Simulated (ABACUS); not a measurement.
A run of ABACUS 3.10.1:

File INPUT:

```
INPUT_PARAMETERS
suffix              ZrS2
calculation         scf
basis_type          pw
pseudo_dir          ./
symmetry            1
dft_functional      MGGA_X_REVTPSS+MGGA_C_REVTPSS
ecutwfc             76
pseudo_rcut         10
nspin               1
nbands              22
ks_solver           dav
smearing_method     fd
smearing_sigma      0.00367493
scf_thr             1e-08
scf_nmax            100
mixing_type         broyden
mixing_beta         0.7
cal_force           1
cal_stress          1
mixing_tau          1
out_chg             1
out_pot             2
out_elf             1
```

File STRU:

```
ATOMIC_SPECIES
Zr 91.2240 Zr_ONCV_PBE-1.2.upf
S 32.0600 S_ONCV_PBE-1.2.upf

LATTICE_CONSTANT
1.8897261246

LATTICE_VECTORS
3.6913825498 0.0000000000 0.0000000000
-1.8456912749 3.1968310632 0.0000000000
0.0000000000 0.0000000000 6.0410770100

ATOMIC_POSITIONS
Cartesian

Zr
0.0
1
0.0000000000 0.0000000000 0.0000000000 1 1 1

S
0.0
2
-0.0000000002 2.1312207089 1.4372324502 1 1 1
1.8456912751 1.0656103543 4.6038445598 1 1 1
```

File KPT:

```
K_POINTS
0
Gamma
5 5 3 0 0 0
```

Potentials or basis: SG15 ONCV 1.2 PBE, plane waves.

Run with:

```bash
$ OMP_NUM_THREADS=1 mpirun -np 4 abacus > log
```

Hardware: 4 MPI ranks on AMD EPYC 9R45 (Zen 5), on a shared host.

Task: How long does it take, and how much memory?

Result: Wall time 19 s on 4 MPI ranks on AMD EPYC 9R45 (Zen 5) (shared host), peak memory 0.28 GiB a rank. Counts: scf iterations 8, k points 12, bands 22, ranks 4.
